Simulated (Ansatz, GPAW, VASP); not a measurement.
**One calculation of Ca, 4 ways**

```
CELL_PARAMETERS angstrom
-2.24000 2.24000 2.24000
2.24000 -2.24000 2.24000
2.24000 2.24000 -2.24000
ATOMIC_POSITIONS crystal
Ca 0.00000 0.00000 0.00000
```

This isn't the form of Ca at room conditions, which is fcc.

The cell was measured well above room temperature.

Alike in all runs: task single point; functional LDA; k mesh 8 × 8 × 8; occupations gaussian, width 0.02 eV; no spin polarisation; no spin-orbit coupling. LDA stands for any of its common fits. Pressure is positive in compression and, in plane waves, holds the error of the finite cutoff, which Ansatz's Pulay term estimates and takes out.

| program and potentials | plane-wave cutoff (eV) | notes | band gap (eV) | pressure (GPa) |
| --- | --- | --- | --- | --- |
| Ansatz, Ansatz PAW | 420 | potentials made for PBE, which Ansatz adapts in part | no gap | -2.44 |
| VASP, LDA PAW files Ca_sv, 520 eV | 520 | - | ? | ? |
| Ansatz, all-electron LAPW, scalar-relativistic | - | - | no gap | -2.44 |
| GPAW, the program's PAW data sets (release 1.2.1) made for this functional | 600 | - | no gap | -2.40 |

Task: Estimate from the other rows what the run with VASP, LDA PAW files Ca_sv, 520 eV gave.

Result: No band gap; pressure -2.46 GPa. The other rows, which needn't bracket it: pressure -2.44 to -2.40.
